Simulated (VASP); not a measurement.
# VASP 6.6.1 run: CaSe

INCAR

```
GGA = PE
ISMEAR = 0
EDIFF = 1E-7
ISIF = 2
SIGMA = 0.1
NBANDS = 15
LASPH = .TRUE.
LWAVE = .FALSE.
PREC = Accurate
ENCUT = 520
LREAL = .FALSE.
NSW = 0
NELM = 120
LCHARG = .FALSE.
IBRION = -1
```

KPOINTS

```
KPOINTS created by Atomic Simulation Environment
0
Monkhorst-Pack
8 8 8
0 0 0
```

POSCAR

```
Ca Se
 1.0000000000000000
     0.0000000000000000    2.9675351117000002    3.0868300232000001
     2.9675351117000002    0.0000000000000000    3.0868300232000001
     2.9675351117000002    2.9675351117000002    0.0000000000000000
 Ca  Se
   1   1
Cartesian
  0.0000000000000000  0.0000000000000000  0.0000000000000000
  2.9675351116999997  2.9675351116999997  3.0868300232000001
```

The recommended PBE PAW datasets give the neutral cell 16 valence electrons.

Command

```
mpirun -np 1 vasp_std
```

Predict the outcome of this run.

It converged. Results: gap between bands v and c on the k mesh 2.30 eV; least direct gap on the k mesh 3.08 eV; pressure -0.9 GPa. Band v is the last that the valence electrons fill when counted band by band, and c is the next.

OSZICAR

```
N       E                     dE             d eps       ncg     rms          rms(c)
DAV:   1     0.107000296274E+03    0.10700E+03   -0.74132E+03  4320   0.976E+02
DAV:   2    -0.489557142282E+01   -0.11190E+03   -0.10627E+03  5328   0.241E+02
DAV:   3    -0.938614628182E+01   -0.44906E+01   -0.44507E+01  5880   0.463E+01
DAV:   4    -0.962126468587E+01   -0.23512E+00   -0.23500E+00  6056   0.867E+00
DAV:   5    -0.962268895128E+01   -0.14243E-02   -0.14242E-02  5752   0.784E-01    0.427E+00
DAV:   6    -0.947111936213E+01    0.15157E+00   -0.20809E-01  5223   0.237E+00    0.252E+00
DAV:   7    -0.946440647515E+01    0.67129E-02   -0.10366E-01  5684   0.199E+00    0.837E-01
DAV:   8    -0.946883460464E+01   -0.44281E-02   -0.12936E-02  4440   0.860E-01    0.120E-01
DAV:   9    -0.946892886229E+01   -0.94258E-04   -0.71055E-04  5946   0.256E-01    0.515E-02
DAV:  10    -0.946906456248E+01   -0.13570E-03   -0.17634E-04  4747   0.815E-02    0.157E-02
DAV:  11    -0.946908696373E+01   -0.22401E-04   -0.50486E-05  5398   0.602E-02    0.114E-02
DAV:  12    -0.946908577171E+01    0.11920E-05   -0.25803E-06  5549   0.115E-02    0.525E-03
DAV:  13    -0.946908534347E+01    0.42824E-06   -0.11390E-06  5629   0.667E-03    0.122E-03
DAV:  14    -0.946908538456E+01   -0.41084E-07   -0.23186E-08  2783   0.100E-03
   1 F= -.94690854E+01 E0= -.94690854E+01  d E =-.312148E-10
```

The shifted mesh misses Γ, so a band edge there is missed.

For comparison, a separate PBE run of the intended cell, on usual settings and not on those above, gives a gap of 2.13 eV on its mesh and a pressure of -0.9 GPa.
